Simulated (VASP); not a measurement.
# Sn4Te3 (a cell with a defect) in VASP: notebook, part 2 of 2

VASP 6.6.1.

## 3. Single point, PBEsol

Input file INCAR:

```
SYSTEM = Sn4Te3
PREC = Accurate
ENCUT = 520
EDIFF = 1E-7
ISMEAR = -1
SIGMA = 0.1
LREAL = .False.
LASPH = .True.
NELM = 100
ALGO = Fast
ISIF = 2
LWAVE = .False.
LCHARG = .False.
GGA = PS
NBANDS = 46
```

Input file KPOINTS:

```
Automatic mesh
0
Gamma
  2 2 2
  0 0 0
```

Input file POSCAR:

```
Sn4Te3
1.0
    0.0000000000      7.2222920000      7.2222920000
    7.2222920000      0.0000000000      7.2222920000
    3.6111460000      3.6111460000      0.0000000000
Sn Te
4 3
Direct
    0.0000000000      0.0000000000      0.0000000000
    0.0000000000      0.5000000000      0.0000000000
    0.5000000000      0.0000000000      0.0000000000
    0.5000000000      0.5000000000      0.0000000000
    0.4112308115      0.3606382849      0.7281309036
    0.8750000000      0.3750000000      0.7500000000
    0.8750000000      0.8750000000      0.7500000000
```

Potentials or basis: VASP PAW PBE potentials, release 64 (Sn_d, Te).

Run with:

```sh
cat potpaw_PBE.64/Sn_d/POTCAR potpaw_PBE.64/Te/POTCAR > POTCAR
mpirun -np 1 vasp_std > vasp.out
```

OUTCAR:

```text
SYSTEM = Sn4Te3
   PREC = Accurate
   ENCUT = 520
   EDIFF = 1E-7
   ISMEAR = -1
   LREAL = .False.
   LASPH = .True.
   NELM = 100
   ISIF = 2
   GGA = PS

 ion  position               nearest neighbor table
   1  0.000  0.000  0.000-   7 3.13   6 3.13   7 3.13
   2  0.000  0.500  0.000-   6 3.13   6 3.13   7 3.13   5 3.43
   3  0.500  0.000  0.000-   5 3.02   7 3.13
   4  0.500  0.500  0.000-   5 3.05   5 3.05   6 3.13
   5  0.411  0.361  0.728-   3 3.02   4 3.05   4 3.05   2 3.43
   6  0.875  0.375  0.750-   1 3.13   2 3.13   4 3.13   2 3.13
   7  0.875  0.875  0.750-   1 3.13   2 3.13   3 3.13   1 3.13

  LATTYP: Found a base centered orthorhombic cell.
 ALAT       =    10.2138632978
 B/A-ratio  =     1.4142135624
 C/A-ratio  =     0.5000000000

  Lattice vectors:

 A1 = (  -3.6111460000,   3.6111460000,  -7.2222920000)
 A2 = (  -3.6111460000,   3.6111460000,   7.2222920000)
 A3 = (   3.6111460000,   3.6111460000,   0.0000000000)

Analysis of symmetry for initial positions (statically):
=====================================================================
 Subroutine PRICEL returns:
 Original cell was already a primitive cell.

 Routine SETGRP: Setting up the symmetry group for a
 base centered orthorhombic supercell.

 Subroutine GETGRP returns: Found  2 space group operations
 (whereof  2 operations were pure point group operations)
 out of a pool of  8 trial point group operations.

The static configuration has the point symmetry C_1h.

Analysis of symmetry for dynamics (positions and initial velocities):
=====================================================================
 Subroutine PRICEL returns:
 Original cell was already a primitive cell.

 Routine SETGRP: Setting up the symmetry group for a
 base centered orthorhombic supercell.

 Subroutine GETGRP returns: Found  2 space group operations
 (whereof  2 operations were pure point group operations)
 out of a pool of  8 trial point group operations.

The dynamic configuration has the point symmetry C_1h.

 Subroutine INISYM returns: Found  2 space group operations
 (whereof  2 operations are pure point group operations),
 and found     1 'primitive' translations

----------------------------------------------------------------------------------------

                                     Primitive cell

  volume of cell :     376.7256

  direct lattice vectors                    reciprocal lattice vectors
     0.000000000  7.222292000  7.222292000    -0.069230100  0.069230100  0.069230100
     7.222292000  0.000000000  7.222292000     0.069230100 -0.069230100  0.069230100
     3.611146000  3.611146000  0.000000000     0.138460201  0.138460201 -0.138460201

  length of vectors
    10.213863298 10.213863298  5.106931649     0.119910051  0.119910051  0.239820102

  position of ions in fractional coordinates (direct lattice)
     0.000000000  0.000000000  0.000000000
     0.000000000  0.500000000  0.000000000
     0.500000000  0.000000000  0.000000000
     0.500000000  0.500000000  0.000000000
     0.411230811  0.360638285  0.728130904
     0.875000000  0.375000000  0.750000000
     0.875000000  0.875000000  0.750000000
[... 39 lines left out ...]
  0.000000  0.000000  0.000000      1.000000
  0.500000  0.000000  0.000000      1.000000
  0.000000  0.500000  0.000000      1.000000
  0.500000  0.500000  0.000000      1.000000
  0.000000  0.000000  0.500000      1.000000
  0.500000  0.000000  0.500000      1.000000
  0.000000  0.500000  0.500000      1.000000
  0.500000  0.500000  0.500000      1.000000
   k-points           NKPTS =      8   k-points in BZ     NKDIM =      8   number of bands    NBANDS=     46
   number of dos      NEDOS =    301   number of ions     NIONS =      7
   total plane-waves  NPLWV = 256000
   dimension x,y,z NGX =    80 NGY =   80 NGZ =   40
   dimension x,y,z NGXF=   160 NGYF=  160 NGZF=   80
   ions per type =               4   3
   NGX,Y,Z   is equivalent  to a cutoff of  13.02, 13.02, 13.02 a.u.
   NGXF,Y,Z  is equivalent  to a cutoff of  26.04, 26.04, 26.04 a.u.
 SYSTEM =  Sn4Te3
   PREC   = accura    normal or accurate (medium, high low for compatibility)
   ISTART =      0    job   : 0-new  1-cont  2-samecut
   ICHARG =      2    charge: 1-file 2-atom 10-const
   ISPIN  =      1    spin polarized calculation?
   LNONCOLLINEAR =      F non collinear calculations
   LSORBIT =      F    spin-orbit coupling
   LASPH  =      T    aspherical Exc in radial PAW
   ENCUT  =  520.0 eV  38.22 Ry    6.18 a.u.  18.99 18.99  9.50*2*pi/ulx,y,z
   NELM   =    100;   NELMIN=  2; NELMDL= -5     # of ELM steps
   EDIFF  = 0.1E-06   stopping-criterion for ELM
   LREAL  =      F    real-space projection
   EDIFFG = 0.1E-05   stopping-criterion for IOM
   NSW    =      0    number of steps for IOM
   IBRION =     -1    ionic relax: 0-MD 1-quasi-New 2-CG
   NFREE  =      0    steps in history (QN), initial steepest desc. (CG)
   ISIF   =      2    stress and relaxation
   ISYM   =      2    0-nonsym 1-usesym 2-fastsym
   POTIM  = 0.5000    time-step for ionic-motion
   TEBEG  =    0.0;   TEEND  =   0.0 temperature during run
   PSTRESS=    0.0 pullay stress
   NELECT =      74.0000    total number of electrons
   NUPDOWN=      -1.0000    fix difference up-down
   EMIN   =  10.00;   EMAX   =-10.00  energy-range for DOS
   EFERMI =   0.00;   METHOD = LEGACY
   ISMEAR =    -1;   SIGMA  =   0.10  broadening in eV -4-tet -1-fermi 0-gaus
   EFERMI_NEDOS =   21; number of points for ismear=-14 and -15
   IALGO  =     68    algorithm
   IMIX   =      4    mixing-type and parameters
     AMIX     =   0.40;   BMIX     =  1.00
     AMIX_MAG =   1.60;   BMIX_MAG =  1.00
  volume/ion in A,a.u.               =      53.82       363.18
  Fermi-wavevector in a.u.,A,eV,Ry     =   0.951650  1.798357 12.321937  0.905637
  Thomas-Fermi vector in A             =   2.080139
   LORBIT       =      0    0 simple, 1 ext, 2 COOP (PROOUT), +10 PAW based schemes
   GGA     = PS    functional components
   LHFCALC =     F    Hartree Fock is set to
   AEXX    =    0.0000 exact exchange contribution
   IVDW    =     0    specifies the selected vdW correction
   LEPSILON=     F    determine dielectric tensor
   LRPA    =     F    only Hartree local field effects (RPA)
 non-spin polarized calculation
 RMM-DIIS sequential band-by-band and
  energy-cutoff  :      520.00
  volume of cell :      376.73
 maximum number of plane-waves:     10172
 NGX is ok and might be reduce to    80
   NGX = 37   NGY = 37   NGZ = 19

 number of electron      73.9999997 magnetization

 Free energy of the ion-electron system (eV)
  ---------------------------------------------------
  ext. energy  EPLUGINS =         0.00000000
  ---------------------------------------------------
  free energy    TOTEN  =       -25.43434835 eV

  energy without entropy =      -25.28358815  energy(sigma->0) =      -25.35896825

 E-fermi :   2.3240     XC(G=0):  -7.1711

 val. band max:        2.3018295752   @ k =   0.5000   0.0000   0.0000
 cond. band min:       2.3577437640   @ k =   0.0000   0.0000   0.5000
 fundamental gap:      0.0559141888
 Fermi energy:         2.3239891378

 k-point     1 :       0.0000    0.0000    0.0000
  band No.  band energies     occupation
      1     -19.6847      2.00000
      2     -19.6764      2.00000
      3     -19.6729      2.00000
      4     -19.6562      2.00000
      5     -19.6505      2.00000
      6     -19.6118      2.00000
[... 381 lines left out ...]
     45       4.7300      0.00000
     46       4.8711      0.00000

------------------------ aborting loop because EDIFF is reached ----------------------------------------

  FORCE on cell =-STRESS in cart. coord.  units (eV):
  Direction    XX          YY          ZZ          XY          YZ          ZX
  --------------------------------------------------------------------------------------
  -------------------------------------------------------------------------------------
  Total       -6.3759495     -6.3759495     -7.7262070      0.2836323     -0.1639905      0.1639905
  in kB      -27.1162934    -27.1162934    -32.8588069      1.2062606     -0.6974357      0.6974356
  external PRESSURE =     -29.0304646 kB  Pullay stress =       0.0000000 kB

 VOLUME and BASIS-vectors are now :
 -----------------------------------------------------------------------------
  energy-cutoff  :      520.00
  volume of cell :      376.73
      direct lattice vectors                 reciprocal lattice vectors
     0.000000000  7.222292000  7.222292000    -0.069230100  0.069230100  0.069230100
     7.222292000  0.000000000  7.222292000     0.069230100 -0.069230100  0.069230100
     3.611146000  3.611146000  0.000000000     0.138460201  0.138460201 -0.138460201

 POSITION                                       TOTAL-FORCE (eV/Angst)
 -----------------------------------------------------------------------------------
      0.00000      0.00000      0.00000         0.028261     -0.028261     -0.245111
      3.61115      0.00000      3.61115        -0.091661      0.091661     -0.216038
      0.00000      3.61115      3.61115        -0.084229      0.084229      0.355823
      3.61115      3.61115      7.22229        -0.151773      0.151773     -0.052918
      5.23402      5.59942      5.57466         0.000893     -0.000893      0.002857
      5.41672      9.02787      9.02787         0.043315     -0.043315     -0.042171
      9.02787      9.02787     12.63901         0.255194     -0.255194      0.197559
 -----------------------------------------------------------------------------------
    total drift:                               -0.000017      0.000018      0.000067

  FREE ENERGIE OF THE ION-ELECTRON SYSTEM (eV)
  ---------------------------------------------------
  free  energy   TOTEN  =       -25.4343483490 eV

  energy  without entropy=      -25.2835881509  energy(sigma->0) =      -25.35896825
```

It took 3.5 min on 1 thread of Intel Xeon 6975P-C (Granite Rapids), shared host; peak memory 0.59 GiB.

Results:

```yaml
Free_energy: -25.4343 eV
Pressure: -2.9 GPa
Largest_force: 0.411 eV/Å
Band_gap_on_the_k_mesh: 0.06 eV, indirect (least direct gap 0.15 eV)
```

Forces on the atoms (eV/Å):
```
Sn   0.028 -0.028 -0.245
Sn  -0.092  0.092 -0.216
Sn  -0.084  0.084  0.356
Sn  -0.152  0.152 -0.053
Te   0.001 -0.001  0.003
Te   0.043 -0.043 -0.042
Te   0.255 -0.255  0.198
```

Levels at points of the mesh, in eV from the valence-band top:
```
           k point  band 33  band 34  band 35  band 36  band 37  band 38  band 39  band 40  band 41  band 42
(0.00, 0.00, 0.00)    -2.40    -2.26    -2.02    -1.27    -0.22     0.40     0.61     0.84     1.10     1.21
(0.50, 0.00, 0.00)    -2.45    -2.17    -1.57    -1.32     0.00     0.15     0.74     0.79     1.23     1.40
(0.00, 0.50, 0.00)    -2.20    -2.12    -1.63    -1.35    -0.04     0.16     0.74     1.00     1.21     1.34
(0.50, 0.50, 0.00)    -2.73    -1.75    -1.56    -1.18    -0.16     0.27     0.38     0.67     0.90     1.65
(0.00, 0.00, 0.50)    -2.56    -2.37    -1.68    -1.34    -0.45     0.06     0.33     0.84     0.95     1.50
(0.50, 0.00, 0.50)    -2.32    -2.26    -1.48    -0.94    -0.15     0.17     0.58     0.73     1.21     1.63
(0.00, 0.50, 0.50)    -2.24    -2.24    -1.42    -1.06    -0.22     0.29     0.69     0.97     1.06     1.78
(0.50, 0.50, 0.50)    -2.48    -2.11    -1.14    -0.97    -0.49     0.70     1.17     1.29     1.33     1.65
```

Caveat: the k mesh is coarse (spacing up to 0.75 Å⁻¹), so the values aren't converged; the PAW data sets were made with another functional, which shifts forces and pressure a little; spin-orbit coupling is left out, which moves the levels of the heavy elements.
